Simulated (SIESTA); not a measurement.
Runs of SIESTA 5.4.2 on AlAu. The structure is cubic, space group Pm-3m (No. 221). Conventional cell: a = 3.224 Å, b = 3.224 Å, c = 3.224 Å, α = 90.00°, β = 90.00°, γ = 90.00°. Au (site symmetry m-3m) has 8 Al at 2.79 Å as nearest neighbours. Al (site symmetry m-3m) has 8 Au at 2.79 Å as nearest neighbours. The cell comes from a database or a generator and needn't be the stable form of this composition.

| level | gap on the mesh (eV) | pressure (GPa) | relaxed volume (Å³/atom) |
| --- | --- | --- | --- |
| vdW-DF | none | 0.0 | 17.53 |
| optB88-vdW | none | -0.1 | 16.93 |
| vdW-DF2 | none | 0.0 | 18.88 |
| vdW-DF-cx | none | 0.0 | 16.30 |
| VV10 | none | 0.0 | (a) |
| vdW-DF-C09 | none | -0.1 | (b) |

Alike in all rows: task relaxation of cell and atoms; potentials or basis PseudoDojo 0.4 standard (PBE files), DZP (energy shift 0.003 Ry; two zetas on semicore shells); no spin polarisation; cell relaxed; k mesh 6 × 6 × 6; smearing fermi-dirac 0.05 eV; grid cutoff 800 Ry; energy shift 0.003 Ry.

Q: Estimate the missing entries.

A: (a) 17.10; (b) 16.23.

Caveats: short orbitals over semicore shells can move pressures by several GPa; the potentials were made for another functional, which shifts forces and pressure; the basis of atomic orbitals isn't converged, which shifts pressures, moduli and gaps; the non-local part is tabulated coarsely and may be off by about a percent (some runs).

A k mesh can miss the band edges, and the runs leave out spin-orbit coupling on Au.

A gap of «none» marks a metal or a gap under the smearing width.

Runs at the PBE level aren't shown here.
